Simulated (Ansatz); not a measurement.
# Sr: the cost of one run

Program: Ansatz 0.2.0. Level of theory: DFT PBEsol, scalar-relativistic, plane waves, PAW. These are calculated values, not measurements.

**1. Starting point**

Symmetry: Pm-3m, No. 221, cubic system. Conventional cell: a = 3.489 Å, b = 3.489 Å, c = 3.489 Å, α = 90.00°, β = 90.00°, γ = 90.00°. Ca (site symmetry m-3m) is surrounded by 6 Ca at 3.49 Å.

Structure file:

```xyz
1
Lattice="3.4887 0.0000 0.0000 0.0000 3.4887 0.0000 0.0000 0.0000 3.4887" Properties=species:S:1:pos:R:3 pbc="T T T"
Ca    0.0000    0.0000    0.0000
```

The structure comes from the Materials Project (structure only).

**2. Substitution of an element, cell strained: Ca → Sr, first probe**

The change: Sr takes all sites of Ca, and lengths are scaled by 1.065 as a first guess of the size; strain xx, yy, zz, yz, xz, xy = +3.1, +3.1, +3.1, +0.0, +0.0, +0.0 %.

The input, input.yaml:

```yaml
crystal:
  lattice:
    - [3.8314511173, 0.0, 0.0]
    - [0.0, 3.8314511173, 0.0]
    - [0.0, 0.0, 3.8314511173]
  atoms:
    - { symbol: Sr, position: [0.0, 0.0, 0.0] }
basis:
  ecutwfc: 420
kpoints:
  mp_grid: { grid: [6, 6, 6] }
hamiltonian:
  xc: pbesol
scf:
  occupations: { method: gaussian, width: 0.1 }
output:
  forces: true
  stress: true
  eigenvalues: true
```

The run is started by

```
$ ansatz run input.yaml --threads 1 --pin off --max-ram 1331MiB --backend cpu --events-out ev --progress --plain --runs-dir out
```

**Question.** How long does this run take on 1 thread of an x86-64 CPU, shared host, and how much memory does it need?

About 1.6 s, with a peak of 0.29 GiB.
